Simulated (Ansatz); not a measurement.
A trial structure of Ge was built thus: 4-connected net of one element (Ccce, No. 68). Lengths were set from tabulated atomic sizes, so they are only a guess.

```cif
data_structure
_symmetry_space_group_name_H-M 'P 1'
_symmetry_Int_Tables_number 1
_cell_length_a 4.3008
_cell_length_b 4.3008
_cell_length_c 8.7743
_cell_angle_alpha 90.000
_cell_angle_beta 90.000
_cell_angle_gamma 90.666
_cell_volume 162.29
loop_
_atom_site_label
_atom_site_type_symbol
_atom_site_fract_x
_atom_site_fract_y
_atom_site_fract_z
_atom_site_occupancy
Ge1 Ge 0.75472 0.63045 0.86977 1
Ge2 Ge 0.36955 0.24528 0.13023 1
Ge3 Ge 0.86955 0.74528 0.36977 1
Ge4 Ge 0.25472 0.13045 0.63023 1
Ge5 Ge 0.13045 0.25472 0.36977 1
Ge6 Ge 0.74528 0.86955 0.63023 1
Ge7 Ge 0.24528 0.36955 0.86977 1
Ge8 Ge 0.63045 0.75472 0.13023 1
```

These are results of DFT PBE, scalar-relativistic, plane waves, PAW in Ansatz 0.2.0, not measurements. Cutoff 420 eV, Gaussian smearing, Γ-centred meshes. Cell and atoms relax first on a coarse mesh and then on a finer one. In between, the cell is made exact in the group found at 0.06 Å. In metals the finer mesh still leaves noise of several meV/atom or more. The steps can't lower the symmetry of their start. No spin polarisation.

A guess keeps its type if space group and coordination stay and the shape of the cell changes little (axis ratios within about 15 %, angles within 6°); the volume may change.

Question: Does this structure survive the relaxation?

Answer: It doesn't keep its type. The symmetry goes from Ccce (No. 68) to Fmmm (No. 69), and the primitive cell from 8 to 2 atoms. The volume per atom grows by 5.3 %, from 20.3 to 21.4 Å³. The shortest distance goes from 2.34 Å (Ge–Ge) to 2.52 Å (Ge–Ge). Counting neighbours within 15 % of an atom's shortest distance, the start has Ge 4 and the end Ge 5. In detail, at the end Ge has 5 Ge at 2.52–2.67 Å.

```cif
data_structure
_symmetry_space_group_name_H-M 'Fmmm'
_symmetry_Int_Tables_number 69
_cell_length_a 5.0679
_cell_length_b 5.1185
_cell_length_c 6.5905
_cell_angle_alpha 90.000
_cell_angle_beta 90.000
_cell_angle_gamma 90.000
_cell_volume 170.96
loop_
_atom_site_label
_atom_site_type_symbol
_atom_site_symmetry_multiplicity
_atom_site_Wyckoff_symbol
_atom_site_fract_x
_atom_site_fract_y
_atom_site_fract_z
_atom_site_occupancy
Ge1 Ge 8 i 0.00000 0.00000 0.30855 1
```

Energies count from the standard state of Ge at the same level.

Question: At what energy does it end?

Answer: +0.22 eV/atom. So it is a metastable form at best.

The last run used a 10×10×4 mesh (in the run's order of axes) for its 8-atom cell and Gaussian smearing of 0.10 eV. A structure relaxed within its symmetry needn't be a true minimum. Another cell of Ge relaxed alike, in P6_3/mmc, lies 216 meV/atom lower, so this cell isn't the stable form at this level.
